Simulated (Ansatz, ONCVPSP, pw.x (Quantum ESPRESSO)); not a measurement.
**Ta (Z = 73) (fcc): variants of one ONCV potential in the solid**

tantalum, optimised norm-conserving Vanderbilt (ONCV), made with ONCVPSP 4.0.1.1 (patched build) (PBE, scalar-relativistic). Core [Kr] 4d10 4f14, reference 5s2 5p6 5d3 6s2. Waves: 5s+6s: rc 1.45 bohr, ncon 4, nbas 9, qcut 7.4 1/bohr, 2 projectors; 5p: rc 2.10 bohr, ncon 4, nbas 7, qcut 6.7 1/bohr, 1 projector; 5d: rc 1.80 bohr, ncon 4, nbas 7, qcut 5.6 1/bohr, 2 projectors, debl 2.5 Ha. Local part: polynomial inside 0.90 bohr (lpopt 4, dvloc0 1 Ha). Core correction: Teter function, fcfact 3.75, rcfact 1.3.

Crystal test: fcc Ta in pw.x 7.5, no spin, 13³ k-points, Fermi–Dirac smearing 0.01 Ry, cutoffs set for each file from its atomic test. The reference is all-electron LAPW (Ansatz 0.2.0) with the same functional, mesh and smearing; V0 and B0 come from Birch–Murnaghan fits to the pressures at five volumes. Errors are pseudo minus all-electron; Δ is the rms difference of the E(V) curves that follow from these fits, minima aligned, over ±6 % about the mean V0. Mesh and smearing are coarse, so the numbers serve the comparison and aren't converged zero-temperature values; the lattice is a test structure that the element need not adopt.

All-electron: a0 = 4.224 Å (V0 = 18.84 Å³/atom), B0 = 188.4 GPa.

Base: This is a poor potential for the solid.

1 further variants are left out: they gave no file fit for a test, a broken result, the same result as the base, or pressures whose basis-set error rivals the error shown.

```csv
change,cutoffs (Ry),pw.x,a0 (Å),a0 error (%),B0 error (%),Δ (meV/atom),mean pressure error (GPa)
base,65/260,converged,4.185,-0.92,+4.8,21.8,-5.21
s: rc 1.52,60/240,converged,4.185,-0.94,+4.8,22.2,-5.30
"local potential polynomial inside 0.90 bohr (lpopt 4, dvloc0 4 Ha)",65/260,converged,4.189,-0.83,+4.0,19.5,-4.66
"reference 5s2 5p6 5d3 6s1.5 6p0.5; wave 5p: rc 2.10 bohr, ncon 4, nbas 7, qcut 6.7 1/bohr, 1 projector becomes 5p+6p: rc 2.10 bohr, ncon 4, nbas 7, qcut 6.7 1/bohr, 2 projectors",65/260,converged,4.208,-0.38,-0.2,9.0,-2.12
"s: ncon 5, nbas 10",130/520,converged,4.188,-0.86,+4.5,20.3,-4.86
```
